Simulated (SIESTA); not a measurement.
## Pt in SIESTA: convergence with k mesh

Crystal: Pt.

```xyz
1
Lattice="-0.0133 1.9358 1.9445 1.9710 0.0030 1.9282 2.0009 1.9493 -0.0268" Properties=species:S:1:pos:R:3 pbc="T T T"
Pt    0.0534   -0.0121    0.0125
```

The cell isn't the ideal one: cell strained at random at fixed volume.

- Program: SIESTA 5.4.2
- Task: single point
- Functional: LDA
- Potentials or basis: PseudoDojo 0.4 standard (LDA files)
- Basis: DZP (energy shift 0.003 Ry; two zetas on semicore shells)
- Grid cutoff: 800 Ry
- Energy shift: 0.003 Ry
- k mesh: 3 × 3 × 3
- Occupations: fermi-dirac, width 0.05 eV
- Spin: no spin polarisation

These are the settings of the first run; the series varies k mesh, with any setting tied to it.

Hardware: 1 thread of Intel(R) Xeon(R) 6975P-C (Granite Rapids), with other jobs on the host.

Q: The values tried are 3 × 3 × 3, 5 × 5 × 5, 7 × 7 × 7, 8 × 8 × 8, 10 × 10 × 10, 12 × 12 × 12, 15 × 15 × 15, loosest first. From which on does the pressure stay within 0.1 GPa of the tightest run that finished?

A: From 12 × 12 × 12 on.

| k mesh | energy less the tightest run, at zero smearing (meV/atom) | pressure (GPa) | SCF cycles | CPU time (s) | peak memory (GiB) |
| --- | --- | --- | --- | --- | --- |
| 3 × 3 × 3 | 638.84 | 5.75 | 10 | 11 | 0.22 |
| 5 × 5 × 5 | 307.32 | 1.52 | 10 | 12 | 0.22 |
| 7 × 7 × 7 | 32.55 | -2.22 | 9 | 13 | 0.21 |
| 8 × 8 × 8 | 15.78 | -4.18 | 8 | 13 | 0.22 |
| 10 × 10 × 10 | 15.79 | -3.41 | 8 | 17 | 0.22 |
| 12 × 12 × 12 | -4.40 | -3.53 | 9 | 23 | 0.22 |
| 15 × 15 × 15 | 0.00 | -3.57 | 8 | 31 | 0.22 |

Not settled before the last step: the energy (to 1 meV/atom). Meshes of other sizes hit other points, so gaps and Fermi surfaces needn't settle smoothly. The tightest run that finished is the yardstick and may itself not be fully converged.

Caveat, for the tightest run too: short orbitals over semicore shells can move pressures by several GPa; the basis of atomic orbitals isn't converged, which shifts pressures, moduli and gaps. Spin-orbit coupling is left out, which matters for the levels of Pt.
